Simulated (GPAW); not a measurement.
# TiH (Fm-3m) in GPAW: convergence with plane-wave cutoff (eV)

Aim: find how far plane-wave cutoff (eV) must go before the results for TiH settle, at LDA. This setting moves, with any that are tied to it; all else stays.

Program: GPAW 26.7.0. These are calculated values, not measurements. Logs are shortened: lines on timing, memory, paths and dates and some standing lists are left out, and cuts for length are marked. The log counts tension as positive stress, the text compression.

### Step 1. The structure

Symmetry: Fm-3m, No. 225, cubic system. Conventional cell: a = 4.179 Å, b = 4.179 Å, c = 4.179 Å, α = 90.00°, β = 90.00°, γ = 90.00°. Ti (site symmetry m-3m) has 6 H at 2.09 Å as nearest neighbours. H (site symmetry m-3m) is surrounded by 6 Ti at 2.09 Å.

The cell comes from a database or a generator and needn't be the stable form of this composition.

### Step 2. With plane-wave cutoff (eV) 200

run.py reads:

```python
from ase import Atoms
from ase.dft.bandgap import bandgap
from ase.io import write
from ase.units import GPa
from gpaw import GPAW, PW

atoms = Atoms(['Ti', 'H'],
              cell=[[0.0, 2.08969722, 2.08969722],
                    [2.08969722, 0.0, 2.08969722],
                    [2.08969722, 2.08969722, 0.0]],
              scaled_positions=[[0.0, 0.0, 0.0],
                                [0.5, 0.5, 0.5]],
              pbc=True)

calc = GPAW(mode=PW(200),
            xc='LDA',
            kpts={'size': (11, 11, 11), 'gamma': True},
            occupations={'name': 'fermi-dirac', 'width': 0.05},
            nbands=16,
            convergence={'density': 1e-05, 'energy': 1e-05},
            maxiter=100,
            txt='gpaw.txt')
atoms.calc = calc
energy = atoms.get_potential_energy()
forces = atoms.get_forces()
stress = atoms.get_stress()
calc.write('gs.gpw')
write('result.traj', atoms)
print(f'Energy: {energy:.6f} eV')
print('Forces (eV/A):')
print(forces.round(4))
print('Stress (GPa):', (stress / GPa).round(3))
print('Fermi level:', round(calc.get_fermi_level(), 4), 'eV')
print(f'Gap: {bandgap(calc)[0]:.4f} eV, direct: {bandgap(calc, direct=True)[0]:.4f} eV')
```

Potentials or basis: the program's PAW data sets (release 1.2.1) made for this functional, pw.

On the command line:

```console
> OMP_NUM_THREADS=1 python run.py
```

gpaw.txt:

```text
__  _  _
 | _ |_)|_||  |
 |__||  | ||/\| - 26.7.0

Input parameters:
  mode=PW(ecut=200.0),
  convergence={'density': 1e-05, 'energy': 1e-05},
  kpts=MonkhorstPack(size=(11, 11, 11), gamma=True),
  maxiter=100,
  nbands=16,
  occupations=Occupations(name='fermi-dirac', width=0.05),
  xc=XC(name='LDA')

Diagonalizing LCAO Hamiltonian
Converting LCAO to pw mode

              H

       Ti

Atoms  # Å, Bohr magnetons
|   | symbol |        x |        y |        z |    initial magnetic moments |
|---|--------|----------|----------|----------|-----------------------------|
| 0 |     Ti | 0.000000 | 0.000000 | 0.000000 | ( 0.0000,  0.0000,  0.0000) |
| 1 |      H | 2.089697 | 2.089697 | 2.089697 | ( 0.0000,  0.0000,  0.0000) |

Unit cell  # Å
| periodic |        x |        y |        z |  lengths |    angles |
|----------|----------|----------|----------|----------|-----------|
|      yes | 0.000000 | 2.089697 | 2.089697 | 2.955278 | 60.000000 |
|      yes | 2.089697 | 0.000000 | 2.089697 | 2.955278 | 60.000000 |
|      yes | 2.089697 | 2.089697 | 0.000000 | 2.955278 | 60.000000 |

Number of symmetries: 48
Symmetry operations  # r_c * U_cc + t_c -> r_c
|    | kind |            matrix            |
|----|------|------------------------------|
|  0 |  σ   |  1, 0, 0,  1, 0,-1,  1,-1, 0 |
|  1 |  C2  |  1, 0, 0,  1,-1, 0,  1, 0,-1 |
|  2 |  E   |  1, 0, 0,  0, 1, 0,  0, 0, 1 |
|  3 |  σ   |  1, 0, 0,  0, 0, 1,  0, 1, 0 |
|  4 |  C4  |  1, 0,-1,  1, 0, 0,  1,-1, 0 |
|  5 |  S6  |  1, 0,-1,  1,-1, 0,  1, 0, 0 |
|  6 |  σ   |  1, 0,-1,  0, 1,-1,  0, 0,-1 |
|  7 |  C3  |  1, 0,-1,  0, 0,-1,  0, 1,-1 |
|  8 |  S6  |  1,-1, 0,  1, 0, 0,  1, 0,-1 |
|  9 |  C4  |  1,-1, 0,  1, 0,-1,  1, 0, 0 |
| 10 |  C3  |  1,-1, 0,  0,-1, 1,  0,-1, 0 |
| 11 |  σ   |  1,-1, 0,  0,-1, 0,  0,-1, 1 |
| 12 |  σ   |  0, 1, 0,  1, 0, 0,  0, 0, 1 |
| 13 |  C4  |  0, 1, 0,  0, 1,-1, -1, 1, 0 |
| 14 |  C3  |  0, 1, 0,  0, 0, 1,  1, 0, 0 |
| 15 |  S6  |  0, 1, 0, -1, 1, 0,  0, 1,-1 |
| 16 |  C2  |  0, 1,-1,  1, 0,-1,  0, 0,-1 |
| 17 |  σ   |  0, 1,-1,  0, 1, 0, -1, 1, 0 |
| 18 |  S4  |  0, 1,-1,  0, 0,-1,  1, 0,-1 |
| 19 |  C4  |  0, 1,-1, -1, 1, 0,  0, 1, 0 |
| 20 |  C3  |  0, 0, 1,  1, 0, 0,  0, 1, 0 |
| 21 |  σ   |  0, 0, 1,  0, 1, 0,  1, 0, 0 |
| 22 |  S6  |  0, 0, 1,  0,-1, 1, -1, 0, 1 |
| 23 |  C4  |  0, 0, 1, -1, 0, 1,  0,-1, 1 |
| 24 |  S4  |  0, 0,-1,  1, 0,-1,  0, 1,-1 |
| 25 |  C3  |  0, 0,-1,  0, 1,-1,  1, 0,-1 |
| 26 |  C2  |  0, 0,-1,  0,-1, 0, -1, 0, 0 |
| 27 |  S6  |  0, 0,-1, -1, 0, 0,  0,-1, 0 |
| 28 |  S4  |  0,-1, 1,  1,-1, 0,  0,-1, 0 |
| 29 |  C4  |  0,-1, 1,  0, 0, 1, -1, 0, 1 |
| 30 |  C2  |  0,-1, 1,  0,-1, 0,  1,-1, 0 |
| 31 |  σ   |  0,-1, 1, -1, 0, 1,  0, 0, 1 |
| 32 |  C3  |  0,-1, 0,  1,-1, 0,  0,-1, 1 |
| 33 |  S6  |  0,-1, 0,  0, 0,-1, -1, 0, 0 |
| 34 |  S4  |  0,-1, 0,  0,-1, 1,  1,-1, 0 |
| 35 |  C2  |  0,-1, 0, -1, 0, 0,  0, 0,-1 |
| 36 |  C2  | -1, 1, 0,  0, 1, 0,  0, 1,-1 |
| 37 |  S6  | -1, 1, 0,  0, 1,-1,  0, 1, 0 |
| 38 |  S4  | -1, 1, 0, -1, 0, 1, -1, 0, 0 |
| 39 |  C3  | -1, 1, 0, -1, 0, 0, -1, 0, 1 |
| 40 |  S6  | -1, 0, 1,  0, 0, 1,  0,-1, 1 |
| 41 |  C2  | -1, 0, 1,  0,-1, 1,  0, 0, 1 |
| 42 |  C3  | -1, 0, 1, -1, 1, 0, -1, 0, 0 |
| 43 |  S4  | -1, 0, 1, -1, 0, 0, -1, 1, 0 |
| 44 |  C2  | -1, 0, 0,  0, 0,-1,  0,-1, 0 |
| 45 |  i   | -1, 0, 0,  0,-1, 0,  0, 0,-1 |
| 46 |  σ   | -1, 0, 0, -1, 1, 0, -1, 0, 1 |
| 47 |  C2  | -1, 0, 0, -1, 0, 1, -1, 1, 0 |

BZ-sampling:
  Number of BZ points: 1331
  Number of IBZ points: 56

  Monkhorst-Pack size: [11, 11, 11]
  Monkhorst-Pack shift: [0, 0, 0]

K-points  # in reciprocal-cell coordinates
|     |                                coordinates |     weight |
|-----|--------------------------------------------|------------|
|   0 | (  0.00000000,   0.00000000,   0.00000000) | 0.00075131 |
|   1 | (  0.09090909,   0.09090909,   0.00000000) | 0.00450789 |
|   2 | (  0.09090909,   0.09090909,   0.09090909) | 0.00601052 |
|   3 | (  0.18181818,   0.09090909,   0.09090909) | 0.00901578 |
|   4 | (  0.18181818,   0.18181818,   0.00000000) | 0.00450789 |
|   5 | (  0.18181818,   0.18181818,   0.09090909) | 0.01803156 |
|   6 | (  0.18181818,   0.18181818,   0.18181818) | 0.00601052 |
|   7 | (  0.27272727,   0.18181818,   0.09090909) | 0.01803156 |
|   8 | (  0.27272727,   0.18181818,   0.18181818) | 0.01803156 |
|   9 | (  0.27272727,   0.27272727,   0.00000000) | 0.00450789 |
| ... |                                            |            |
|  55 | (  0.45454545,   0.45454545,   0.45454545) | 0.00601052 |

Plane wave coefficients: 125
Cutoff: 200.0 eV

Spin-components: 1 (collinear spins)
Bands:           16
Projectors:      9
Spin-degeneracy: 2
Datatype:        complex128

Parallelization:
  kpt:    1
  domain: 1
  band:   1

Density:
  Valence electrons: 13.0
  Components: 1
  Grid points: [10 10 10]
  Charge: 0.0  # |e|

Potential:
  Grid points: [10 10 10]

species:
  Ti:
    name:    Titanium
    Z:       22.0
    valence: 12
    core:    10
    charge:  0.0  # [|e|]
    compensation charges:
      type: gauss
      rc: 0.38  # [Å]
      lmax: 2
    cutoffs:
      filter: 2.23  # [Å]
      core: 1.02  # [Å]
    projectors
    | kind |    occ | energy [eV] | rcut [Å] |
    |------|--------|-------------|----------|
    |   3s |  2.000 |     -62.257 |    1.270 |
    |   4s |  2.000 |      -4.593 |    1.270 |
    |   3p |  6.000 |     -38.791 |    1.058 |
    |   4p |  0.000 |      -1.536 |    1.058 |
    |   3d |  2.000 |      -4.463 |    1.058 |
    |    d |        |      22.748 |    1.058 |

    Using partial waves for Ti as LCAO basis

  H:
    name:    Hydrogen
    Z:       1.0
    valence: 1
    core:    0
    charge:  0.0  # [|e|]
    compensation charges:
      type: gauss
      rc: 0.15  # [Å]
      lmax: 2
    cutoffs:
      filter: 0.85  # [Å]
      core: 0.53  # [Å]
    projectors
    | kind |    occ | energy [eV] | rcut [Å] |
    |------|--------|-------------|----------|
    |   1s |  1.000 |      -6.353 |    0.476 |
    |    s |        |      20.858 |    0.476 |
    |    p |        |       0.000 |    0.476 |

    Using partial waves for H as LCAO basis

Reference energy: -23186.078018  # eV

eigensolver:
  PPCG
  Converge bands: occupied
  niter=2

density mixing:
  MSR1-Mixer
  Pratt-step length: 0.05
  Maximum mixing coefficient: 0.75
  Old densities: 10
  SVD Regularization: 0.005
  Good broyden scale: 1.0
  Trust region scale: 1.0
  Backstep threshold: 4.0
  History deletion threshold: 6.0
  Fourier metric: weight=20.0, sigma=0.015

occupation numbers:
  Fermi-Dirac:
    width: 0.0500  # eV

poisson solver:
  ecut: 1600.0  # eV

xc functional:
  name: None

convergence criteria:
- Maximum integral of absolute [dens]ity change: 1e-05 electrons / valence electron
- Maximum [total energy] change in last 3 cyles: 1e-05 eV / valence electron
- Maximum integral of absolute [eigenst]ate change: 4e-08 eV^2 / valence electron
maximum number of iterations: 100

SCF iterations
|iter     | |      energy | eigst |  dens |
|---------|-|-------------|-------|-------|
|iter:   1| |  -11.266394 | -0.78 |       |
|iter:   2| |  -11.167058 | -3.66 | -1.17 |
|iter:   3| |  -10.844478 | -2.26 | -1.22 |
|iter:   4| |  -10.844756 | -4.21 | -1.87 |
|iter:   5| |  -10.845311 | -4.85 | -2.20 |
|iter:   6| |  -10.845313 | -6.74 | -3.12 |
|iter:   7| |  -10.845312c| -8.69c| -4.05 |
|iter:   8| |  -10.845312c| -8.80c| -4.80 |
|iter:   9| |  -10.845312c| -9.81c| -5.90c|

Converged in 9 steps
Energy contributions relative to reference atoms: (reference = -23186.078018)

Energy contributions:
  Kinetic:          -6.879290
  Coulomb:           5.486816
  Zero:              1.168019
  External:          0.000000
  Xc:              -10.610675
  Entropy:          -0.020365
  Spinorbit:         0.000000
  ----------------------------
  Free energy:     -10.855495
  Extrapolated:    -10.845312

dipole moment: (-13.460921, -13.460921, -13.460921)  # |e|*Ang

Fermi level: 8.772
Eigenvalues  # (at kpt = [0.000, 0.000, 0.000])
| band index |      eig [eV] | occ [0-2] |
|------------|---------------|-----------|
|          0 |       -47.538 |     2.000 |
|          1 |       -23.762 |     2.000 |
|          2 |       -23.762 |     2.000 |
|          3 |       -23.761 |     2.000 |
|          4 |        -0.639 |     2.000 |
|          5 |         9.601 |     0.000 |
|          6 |         9.601 |     0.000 |
|          7 |         9.601 |     0.000 |
|          8 |        11.010 |     0.000 |
|          9 |        11.010 |     0.000 |
|         10 |        19.701 |     0.000 |
|         11 |        23.463 |     0.000 |
|         12 |        25.042 |     0.000 |
|        ... |               |           |
|         15 |        31.892 |     0.000 |

No gap
No difference between direct/indirect transitions

Forces  # eV/Ang
|        x |        y |        z |
|----------|----------|----------|
| -0.00000 |  0.00000 | -0.00000 |  # Ti   0
| -0.00000 | -0.00000 | -0.00000 |  # H    1

Stress tensor  # eV/Ang^3
|         x |         y |        z |
|-----------|-----------|----------|
|  0.207846 | -0.000000 | 0.000000 |
| -0.000000 |  0.207846 | 0.000000 |
|  0.000000 |  0.000000 | 0.207846 |

# Writing to gs.gpw (mode='')
```

It took 5.3 s on 1 thread of Arm Neoverse V1, shared host; peak memory 0.12 GiB.

Results:

* Free energy: -10.8555 eV
* Pressure: -33.3 GPa
* Band gap on the k mesh: none (metal or under the smearing width)

### Step 3. With plane-wave cutoff (eV) 250

Changes to run.py since step 2:

```diff
@@ -14,3 +14,3 @@
 
-calc = GPAW(mode=PW(200),
+calc = GPAW(mode=PW(250),
             xc='LDA',
```

Potentials or basis: the program's PAW data sets (release 1.2.1) made for this functional, pw.

On the command line:

```console
> OMP_NUM_THREADS=1 python run.py
```

It took 5.9 s on 1 thread of Arm Neoverse V1, shared host; peak memory 0.12 GiB.

Results:

```
Free energy            : -11.2843 eV
Pressure               : -11.3 GPa
Band gap on the k mesh : none (metal or under the smearing width)
```

### Step 4. With plane-wave cutoff (eV) 300

Changes to run.py since step 3:

```diff
@@ -14,3 +14,3 @@
 
-calc = GPAW(mode=PW(250),
+calc = GPAW(mode=PW(300),
             xc='LDA',
```

On the command line:

```console
> OMP_NUM_THREADS=1 python run.py
```

Wall time 6 s (1 thread of Arm Neoverse V1, shared host); peak memory 0.12 GiB.

Results:

```yaml
Free_energy: -11.4492 eV
Pressure: -13.1 GPa
Band_gap_on_the_k_mesh: none (metal or under the smearing width)
```

### Step 5. With plane-wave cutoff (eV) 350

Changes to run.py since step 4:

```diff
@@ -14,3 +14,3 @@
 
-calc = GPAW(mode=PW(300),
+calc = GPAW(mode=PW(350),
             xc='LDA',
```

On the command line:

```console
> OMP_NUM_THREADS=1 python run.py
```

Wall time 7.6 s (1 thread of Arm Neoverse V1, shared host); peak memory 0.12 GiB.

What came out:

* Free energy: -11.6122 eV
* Pressure: -12.4 GPa
* Band gap on the k mesh: none (metal or under the smearing width)

### Step 6. With plane-wave cutoff (eV) 400

Changes to run.py since step 5:

```diff
@@ -14,3 +14,3 @@
 
-calc = GPAW(mode=PW(350),
+calc = GPAW(mode=PW(400),
             xc='LDA',
```

Potentials or basis: the program's PAW data sets (release 1.2.1) made for this functional, pw.

On the command line:

```console
> OMP_NUM_THREADS=1 python run.py
```

Run time: 7.8 s. Hardware: 1 thread of Arm Neoverse V1, shared host; peak memory 0.13 GiB.

Results:

| Quantity | Value |
| --- | --- |
| Free energy | -11.7056 eV |
| Pressure | -9.7 GPa |
| Band gap on the k mesh | none (metal or under the smearing width) |

### Step 7. With plane-wave cutoff (eV) 500

Changes to run.py since step 6:

```diff
@@ -14,3 +14,3 @@
 
-calc = GPAW(mode=PW(400),
+calc = GPAW(mode=PW(500),
             xc='LDA',
```

On the command line:

```console
> OMP_NUM_THREADS=1 python run.py
```

It took 9 s on 1 thread of Arm Neoverse V1, shared host; peak memory 0.13 GiB.

The run converged. Its results:

```
Free energy            : -11.7566 eV
Pressure               : -7.8 GPa
Band gap on the k mesh : none (metal or under the smearing width)
```

### Step 8. With plane-wave cutoff (eV) 600

Changes to run.py since step 7:

```diff
@@ -14,3 +14,3 @@
 
-calc = GPAW(mode=PW(500),
+calc = GPAW(mode=PW(600),
             xc='LDA',
```

On the command line:

```console
> OMP_NUM_THREADS=1 python run.py
```

Wall time 15 s (1 thread of Arm Neoverse V1, shared host); peak memory 0.14 GiB.

The run converged. Its results:

* Free energy: -11.7820 eV
* Pressure: -8.1 GPa
* Band gap on the k mesh: none (metal or under the smearing width)

### Step 9. With plane-wave cutoff (eV) 800

Changes to run.py since step 8:

```diff
@@ -14,3 +14,3 @@
 
-calc = GPAW(mode=PW(600),
+calc = GPAW(mode=PW(800),
             xc='LDA',
```

Potentials or basis: the program's PAW data sets (release 1.2.1) made for this functional, pw.

On the command line:

```console
> OMP_NUM_THREADS=1 python run.py
```

Run time: 14 s. Hardware: 1 thread of Arm Neoverse V1, shared host; peak memory 0.15 GiB.

The run converged. Its results:

```
Free energy            : -11.8184 eV
Pressure               : -7.5 GPa
Band gap on the k mesh : none (metal or under the smearing width)
```

### Step 10. With plane-wave cutoff (eV) 1000

Changes to run.py since step 9:

```diff
@@ -14,3 +14,3 @@
 
-calc = GPAW(mode=PW(800),
+calc = GPAW(mode=PW(1000),
             xc='LDA',
```

On the command line:

```console
> OMP_NUM_THREADS=1 python run.py
```

Run time: 27 s. Hardware: 1 thread of Arm Neoverse V1, shared host; peak memory 0.17 GiB.

It converged, with:

- Free energy: -11.8251 eV
- Pressure: -7.2 GPa
- Band gap on the k mesh: none (metal or under the smearing width)

### Step 11. Result

| plane-wave cutoff (eV) | energy less the tightest run, at zero smearing (meV/atom) | pressure (GPa) | SCF cycles | CPU time (s) | peak memory (GiB) |
| --- | --- | --- | --- | --- | --- |
| 200 | 484.65 | -33.30 | 9 | 5.3 | 0.12 |
| 250 | 270.39 | -11.29 | 9 | 5.9 | 0.12 |
| 300 | 187.97 | -13.07 | 9 | 6 | 0.12 |
| 350 | 106.47 | -12.41 | 9 | 7.5 | 0.12 |
| 400 | 59.76 | -9.69 | 9 | 7.8 | 0.13 |
| 500 | 34.26 | -7.77 | 9 | 9 | 0.13 |
| 600 | 21.57 | -8.09 | 9 | 15 | 0.14 |
| 800 | 3.35 | -7.51 | 9 | 14 | 0.15 |
| 1000 | 0.00 | -7.17 | 9 | 27 | 0.17 |

Not settled before the last step: the energy (to 1 meV/atom), the pressure (to 0.1 GPa). The tightest run that finished is the yardstick and may itself not be fully converged.
